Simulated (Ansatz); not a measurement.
Ru, fcc: how the functional moves the structure

All rows: Ansatz, plane waves with scalar-relativistic PAW, 420 eV (500 eV for the SCAN forms), relaxed under each functional, no dispersion correction, no zero-point motion. B₀ comes from uniform scaling at fixed shape; a dash is a value not given.

```csv
functional,V (Å³/atom),cell,B₀ (GPa),magnetic state,ΔE to hcp (meV/atom)
PBE,13.85,a = 3.812 Å,306,spin not included,115
r²SCAN,13.57,a = 3.786 Å,331,spin not included,126
PBEsol,13.40,a = 3.770 Å,341,spin not included,121
LDA,13.16,a = 3.747 Å,360,spin not included,124
revPBE,14.00,a = 3.825 Å,294,spin not included,114
RPBE,14.05,a = 3.831 Å,289,spin not included,113
```

Q: What does BLYP give?

A: V (Å³/atom): 14.51; cell: a = 3.872 Å; B₀ (GPa): 264; magnetic state: spin not included; ΔE to hcp (meV/atom): 105.
